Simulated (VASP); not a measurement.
Input of a VASP 6.6.1 run:

The input POSCAR:

```
InPd
1.0
    3.2718847800      0.0000000000      0.0000000000
    0.0000000000      3.2718847800      0.0000000000
    0.0000000000      0.0000000000      3.2718847800
In Pd
1 1
Direct
    0.0000000000      0.0000000000      0.0000000000
    0.5000000000      0.5000000000      0.5000000000
```

INCAR.step1

```
ALGO     = Normal         # electronic algorithm
EDIFF    = 1E-5           # SCF threshold, eV
ENCUT    = 520            # plane-wave cutoff, eV
GGA      = PE             # functional
ISIF     = 2              # what is computed and relaxed
ISMEAR   = -1             # smearing method
LASPH    = T              # aspherical terms in the spheres
LCHARG   = F              # write CHGCAR
LMAXMIX  = 4              # l up to which the mixer works
LREAL    = F              # projectors in reciprocal space
LWAVE    = T              # write WAVECAR
NBANDS   = 18             # bands
NELM     = 60             # most SCF steps
PREC     = Accurate       # precision mode
SIGMA    = 0.05           # smearing width, eV
```

INCAR.step2

```
AEXX     = 0.1            # exact-exchange fraction
ALGO     = Normal         # electronic algorithm
EDIFF    = 1E-7           # SCF threshold, eV
ENCUT    = 520            # plane-wave cutoff, eV
ISIF     = 2              # what is computed and relaxed
ISMEAR   = -1             # smearing method
ISTART   = 1            
LASPH    = T              # aspherical terms in the spheres
LCHARG   = F              # write CHGCAR
LHFCALC  = T              # exact exchange
LMAXMIX  = 4              # l up to which the mixer works
LMIXTAU  = T            
LREAL    = F              # projectors in reciprocal space
LWAVE    = F              # write WAVECAR
METAGGA  = TPSS           # meta-GGA
NBANDS   = 18             # bands
NELM     = 60             # most SCF steps
PREC     = Accurate       # precision mode
PRECFOCK = Normal       
SIGMA    = 0.05           # smearing width, eV
```

Contents of KPOINTS:

```
k-points
0
Gamma
  4 4 4
```

File KPOINTS_OPT:

```
path GXMGRX,MR
8
line-mode
reciprocal
 0.0000000000  0.0000000000  0.0000000000  G
 0.0000000000  0.5000000000  0.0000000000  X

 0.0000000000  0.5000000000  0.0000000000  X
 0.5000000000  0.5000000000  0.0000000000  M

 0.5000000000  0.5000000000  0.0000000000  M
 0.0000000000  0.0000000000  0.0000000000  G

 0.0000000000  0.0000000000  0.0000000000  G
 0.5000000000  0.5000000000  0.5000000000  R

 0.5000000000  0.5000000000  0.5000000000  R
 0.0000000000  0.5000000000  0.0000000000  X

 0.5000000000  0.5000000000  0.0000000000  M
 0.5000000000  0.5000000000  0.5000000000  R
```

Potentials or basis: VASP PAW PBE potentials, release 64 (In_d, Pd).

Command:

```sh
$ cat potpaw_PBE.64/In_d/POTCAR potpaw_PBE.64/Pd/POTCAR > POTCAR
$ cp INCAR.step1 INCAR
$ mpirun -np 1 vasp_std > vasp.out
$ cp INCAR.step2 INCAR
$ mpirun -np 1 vasp_std > vasp.out
```

Q: What does it give for the pressure?

A: -1.4 GPa.

Levels at the corners of the path, in eV from the Fermi level:
```csv
point,band 10,band 11,band 12,band 13,band 14,band 15
Γ,-2.99,-2.99,4.42,4.42,4.42,10.00
X,-4.02,-3.07,-1.70,9.94,9.94,9.95
X,-4.02,-3.07,-1.70,9.94,9.94,9.95
M,-2.87,-2.87,-2.43,1.53,2.63,9.87
M,-2.87,-2.87,-2.43,1.53,2.63,9.87
Γ,-2.99,-2.99,4.42,4.42,4.42,10.00
Γ,-2.99,-2.99,4.42,4.42,4.42,10.00
R,-2.39,-0.16,3.80,3.80,3.80,4.47
R,-2.39,-0.16,3.80,3.80,3.80,4.47
X,-4.02,-3.07,-1.70,9.94,9.94,9.95
M,-2.87,-2.87,-2.43,1.53,2.63,9.87
R,-2.39,-0.16,3.80,3.80,3.80,4.47
```

Caveat: the k mesh is coarse (spacing up to 0.48 Å⁻¹), so the values aren't converged, least of all with exact exchange; an unscreened hybrid on a path of extra k points without a Coulomb cutoff has errors near the mesh points, so the bands along the path aren't reliable; the PAW data sets were made with another functional, which shifts forces and pressure a little; spin-orbit coupling is left out, which moves the levels of the heavy elements.
